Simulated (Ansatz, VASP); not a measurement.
# Cross-check of KZnF3 between VASP and Ansatz, part 3 of 3

Aim: how closely do two programs agree when they are given the same cell, functional and k mesh? The cell is taken from a series of VASP runs on this material, whose earlier steps may have relaxed, scaled or displaced it; both programs get it as it stands.

VASP 6.6.1 and Ansatz 0.2.0.

So far. Step 2 (Ansatz: elastic constants, LDA): The run ends at a pressure of -0.60 GPa.

**6. Ansatz: zone-centre phonons, LDA**

Level of this step: Ansatz beside VASP: Kohn-Sham DFT, plane waves, LDA (Ansatz).

Second derivatives magnify differences that forces hide, and they need a tight electronic threshold. The cell compared in this pair holds 65.02 Å³, against 63.12 Å³ for the pair before.

The cell is taken from a series of VASP runs on this material, whose earlier steps may have relaxed, scaled or displaced it; both programs get it as it stands.

File input.yaml:

```yaml
crystal:
  lattice:
    - [4.0210463431, 0.0, 0.0]
    - [0.0, 4.0210463431, 0.0]
    - [0.0, 0.0, 4.0210463431]
  atoms:
    - { symbol: Zn, position: [0.5, 0.5, 0.5] }
    - { symbol: K, position: [0.0, 0.0, 0.0] }
    - { symbol: F, position: [0.5, 0.0, 0.5] }
    - { symbol: F, position: [0.0, 0.5, 0.5] }
    - { symbol: F, position: [0.5, 0.5, 0.0] }
hamiltonian:
  xc: lda
  pseudopotentials: { kind: paw }
kpoints:
  mp_grid: { grid: [8, 8, 8] }
scf:
  occupations: { method: fixed }
phonons:
  method: dfpt
  qpoints: [[0, 0, 0]]
  dielectric: true
  rigid_motions: translations
```

Command:

```sh
ansatz run input.yaml --threads 4 --pin off --max-ram 9216MiB --backend cpu --events-out ev --progress --plain --runs-dir out
```

Numbers of over 12 decimals in the logs are rounded to 6 here.

Output:

```text
[...]
Crystal: 5 atoms, lattice volume = 65.016 Å³
Basis set: ecut = 420 eV, 1309 PW (Γ), exchange–correlation on 54×54×54 points (8 copies of the dense FFT grid, shifted against one another)
Bands: 26, of which v1, the nominal top of the filled ones, is band 21 counted from 1 (20 counted from 0)
Symmetry: 48 space group operations
k-points: 170 of 512 (irreducible under 2 space group operations, time reversal used)
[...]
180.22      2             6.4533
        270.06      1             2.0146
        416.71      2             6.6940
        488.44      1             6.1802
--- Phonons (arbitrary-q DFPT): 1 explicit q-point ---
  q = [0, 0, 0] (of the zone-centre solve; hermiticity 1.57e-6, symmetrization 8.09e-7): -0.00 -0.00 -0.00 113.17 113.17 113.17 143.48 143.48 143.48 180.22 180.22 180.22 416.71 416.71 416.71
  sum rule: each row above includes the acoustic sum rule's correction from the zone centre's row sums; it moved no ω² by more than (1.30 cm⁻¹)²
[key lines of the parts left out:]
SCF converged after 9 iterations
Free energy (F): -7128.410759 eV
Fermi energy:    4.061479 eV
```

Wall time 57 s (4 threads of Arm Neoverse V1, shared host); peak memory 1.3 GiB.

**7. VASP: zone-centre phonons, LDA**

The same cell, functional (in two slightly different forms) and mesh now go to VASP, with its own data sets and cutoff.

File INCAR:

```
SYSTEM = KZnF3
PREC = Accurate
ENCUT = 560
EDIFF = 1E-08
NELM = 100
ISMEAR = 0
SIGMA = 0.03
LREAL = .FALSE.
ALGO = Normal
GGA = CA
NBANDS = 27
LORBIT = 11
LWAVE = .FALSE.
LCHARG = .FALSE.
KPAR = 8
IBRION = 8
LEPSILON = .TRUE.
LPEAD = .TRUE.
ISIF = 2
```

File POSCAR:

```
KZnF3
1.0
    4.0210463431      0.0000000000      0.0000000000
    0.0000000000      4.0210463431      0.0000000000
    0.0000000000      0.0000000000      4.0210463431
Zn K F
1 1 3
Direct
    0.5000000000      0.5000000000      0.5000000000
    0.0000000000      0.0000000000      0.0000000000
    0.5000000000      0.0000000000      0.5000000000
    0.0000000000      0.5000000000      0.5000000000
    0.5000000000      0.5000000000      0.0000000000
```

File KPOINTS:

```
Automatic mesh
0
Gamma
8 8 8
0 0 0
```

PAW data sets: Zn, K_sv and F (LDA family, release 64).

Command:

```sh
mpirun -np 8 vasp_std
```

Output:

```text
[banner, memory and clock lines left out]
running    8 mpi-ranks, on    1 nodes
[...]
[... a notice as in an earlier step ...]

 LDA part: xc-table for (Slater(with rela. corr.)+CA(PZ))
 , standard interpolation
 POSCAR, INCAR and KPOINTS ok, starting setup
[...]
entering main loop
       N       E                     dE             d eps       ncg     rms          rms(c)
DAV:   1     0.470955510177E+03    0.47096E+03   -0.23387E+04  1898   0.199E+03
DAV:   2     0.183418507220E+02   -0.45261E+03   -0.43442E+03  2112   0.498E+02
DAV:   3    -0.240290669104E+02   -0.42371E+02   -0.42079E+02  2262   0.158E+02
DAV:   4    -0.251333797397E+02   -0.11043E+01   -0.11013E+01  2953   0.241E+01
[...]
DAV:  17    -0.230952951945E+02    0.11363E-06   -0.32275E-07  2263   0.488E-03    0.967E-04
DAV:  18    -0.230952951796E+02    0.14879E-07   -0.47649E-08  2439   0.426E-03    0.274E-04
DAV:  19    -0.230952951797E+02   -0.61846E-10   -0.10508E-08  1348   0.946E-04
   1 F= -.23095295E+02 E0= -.23095295E+02  d E =-.558249E-18
[...]
RMM:  14    -0.529350049596E+00   -0.26227E-09   -0.63389E-08 14827   0.268E-04    0.108E-06
 first order change of Fermi-energy  -0.25305E-03
 force on displaced ion       3 direction 1 :  -1.825   0.000   0.000
 Born effective charge ion    3 direction 1 :  -0.901   0.000   0.000
 Linear response progress:
  Degree of freedom:   4/  4
       N       E                     dE             d eps       ncg     rms          rms(c)
RMM:   1    -0.533245128807E+00   -0.53325E+00    0.94400E-01  7559   0.390E+00
RMM:   2    -0.523728360699E+00    0.95168E-02   -0.11345E-02  6042   0.854E-01    0.139E-01
RMM:   3    -0.525017698416E+00   -0.12893E-02   -0.14022E-03  6646   0.207E-01    0.740E-02
RMM:   4    -0.526222443580E+00   -0.12047E-02   -0.37493E-04  6451   0.985E-02    0.139E-02
[...]
RMM:  12    -0.526233933732E+00    0.48781E-07   -0.99577E-08  8871   0.291E-04    0.366E-06
RMM:  13    -0.526233953617E+00   -0.19885E-07    0.23779E-08  8883   0.254E-04    0.130E-06
RMM:  14    -0.526233946405E+00    0.72121E-08   -0.30501E-08  8623   0.236E-04    0.628E-07
 first order change of Fermi-energy   0.22139E-04
 force on displaced ion       3 direction 2 :   0.000 -11.089  -0.000
 Born effective charge ion    3 direction 2 :   0.000  -1.679   0.000
 Born effective charges drift removed
 Linear response finished
```

Parts of OUTCAR (step 7):

```text
  Total       -1.0842004     -1.0842004     -1.0842004      0.0000000      0.0000000     -0.0000000
  in kB      -26.7179357    -26.7179357    -26.7179357      0.0000000      0.0000000     -0.0000000
[...]
2     0.00000    -0.90142    -0.00000
    3    -0.00000     0.00000    -0.90142
 ion    5
    1    -0.90142    -0.00000    -0.00000
    2    -0.00000    -0.90142    -0.00000
    3     0.00000     0.00000    -1.67946

 MACROSCOPIC STATIC DIELECTRIC TENSOR IONIC CONTRIBUTION
 ------------------------------------------------------
           7.452177    -0.000000    -0.000000
          -0.000000     7.452177     0.000000
          -0.000000     0.000000     7.452177
 ------------------------------------------------------

[... 1 further part left out ...]
```

**8. Side by side**

What differs besides the data sets and the points named for the pairs above, as far as they apply: the cutoff is 420 eV in Ansatz and 560 eV in VASP. Total energies have different zeros and are not compared.

Both answers:

```
                                     quantity  Ansatz   VASP  difference
                                        ε∞ xx    2.45   2.43     +1.04 %
                                        ε∞ yy    2.45   2.43     +1.04 %
                                        ε∞ zz    2.45   2.43     +1.04 %
Born charge of Zn1 (mean of the diagonal) (e)    2.31   2.29       +0.02
 Born charge of K2 (mean of the diagonal) (e)    1.20   1.20        0.00
 Born charge of F3 (mean of the diagonal) (e)   -1.17  -1.16       -0.01
                   optical mode 1 to 3 (cm⁻¹)   113.2  118.1     -4.15 %
                   optical mode 4 to 6 (cm⁻¹)   143.5  146.7     -2.23 %
                   optical mode 7 to 9 (cm⁻¹)   180.2  182.9     -1.49 %
                 optical mode 10 to 12 (cm⁻¹)   416.7  432.6     -3.68 %
```

Modes are paired by rising frequency and degeneracy, not by their patterns, so a pair may still set unlike modes beside each other.

**9. Other set-ups**

Further runs change the set-up of one program: Ansatz's method, potentials or start, or VASP's data sets, cutoff or form of LDA. The table gives Ansatz less VASP for each quantity, since a change that brings one quantity closer may part another.

```
                              run  optical mode 1 to 3 (%)  optical mode 4 to 6 (%)  optical mode 7 to 9 (%)  optical mode 10 to 12 (%)
                         as above                     -4.2                     -2.2                     -1.5                       -3.7
Ansatz's all-electron LAPW method                     -4.0                     -2.5                     -1.6                       -3.7
```

**10. Outcome**

```json
{"difference in C11 (elastic constants, LDA)": "-6.4 %", "r.m.s. difference of the optical zone-centre modes, each program's sorted by frequency (zone-centre phonons, LDA)": "8.6 cm⁻¹", "difference in optical mode 1 to 3 (zone-centre phonons, LDA)": "-4.2 %"}
```

What this shows: The difference in C11 is -6.4 % (elastic constants, LDA), beyond the 5 % picked in this series as the mark of a large difference. Elastic constants, LDA, norm-conserving potentials (cutoff 1143 eV): the difference in C12 goes from -4.1 to -5.8 %; the difference in C13 goes from -4.1 to -5.8 %; the difference in C23 goes from -4.1 to -5.8 %. Among the rows given in per cent, the largest difference of the zone-centre phonons, LDA pair is in optical mode 1 to 3, -4.2 %. For zone-centre phonons, LDA, no further run moves any of the tabulated differences by more than a quarter of its size. How closely two codes agree says nothing of how well the functional describes the real material.

[Lines on the potential files, build, host, timing and source positions are cut from VASP's logs without a mark.]

[Logs are printed without paths, hosts, clocks, repeated set-up lines and the standing remarks that a program may print on its own settings, such as how far it seeks lower states.]

[Hosts, paths, dates, database ids (printed as entryN), source tags and the programs' standing remarks are cut or masked in the printed files.]
